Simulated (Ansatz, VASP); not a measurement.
Given: the input of a run of VASP 6.6.1 on In3As.

INCAR

```
PREC = Accurate
ENCUT = 520
EDIFF = 1E-7
ISMEAR = -1
SIGMA = 0.05
LREAL = False
LASPH = True
NELM = 60
ALGO = Normal
ISIF = 2
LWAVE = False
LCHARG = False
GGA = PE
NBANDS = 30
```

Contents of KPOINTS:

```
Automatic mesh
0
Gamma
  6 6 6
```

POSCAR

```
In3As
1.0
    4.7331575368      0.0000000000      0.0000000000
    0.0000000000      4.7331575368      0.0000000000
    0.0000000000      0.0000000000      4.7331575368
In As
3 1
Direct
    0.5000000000      0.5000000000      0.0000000000
    0.5000000000      0.0000000000      0.5000000000
    0.0000000000      0.5000000000      0.5000000000
    0.0000000000      0.0000000000      0.0000000000
```

Potentials or basis: VASP PAW PBE potentials, release 64 (In_d, As).

Launch:

```sh
$ cat potpaw_PBE.64/In_d/POTCAR potpaw_PBE.64/As/POTCAR > POTCAR
$ mpirun -np 1 vasp_std > vasp.out
```

Task: Set up the same calculation for Ansatz 0.2.0. Potentials there: Ansatz PAW.

Result: As run (the cutoff follows the program's own potentials):

File input.yaml:

```yaml
crystal:
  lattice:
    - [4.7331575368, 0.0, 0.0]
    - [0.0, 4.7331575368, 0.0]
    - [0.0, 0.0, 4.7331575368]
  atoms:
    - { symbol: In, position: [0.5, 0.5, 0.0] }
    - { symbol: In, position: [0.5, 0.0, 0.5] }
    - { symbol: In, position: [0.0, 0.5, 0.5] }
    - { symbol: As, position: [0.0, 0.0, 0.0] }
hamiltonian:
  xc: pbe
  pseudopotentials: { kind: paw }
kpoints:
  mp_grid: { grid: [6, 6, 6] }
scf:
  occupations: { method: fermi_dirac, width: 0.05 }
output:
  forces: true
  stress: true
  eigenvalues: true
```

Potentials or basis: Ansatz PAW.

Command:

```console
$ ansatz run input.yaml --threads 2 --pin off --max-ram 5120MiB --backend cpu --events-out ev --progress --plain --runs-dir out
```

Both were run:

|  | VASP | Ansatz | Ansatz less VASP |
| --- | --- | --- | --- |
| gap on the k mesh at the Fermi level (eV) | none | none | - |
| pressure (GPa) | -1.0 | -1.0 | +0.02 |

A gap of «none» marks a metal or a gap that the smearing closes. The two sets of potentials don't hold the same shells in valence.
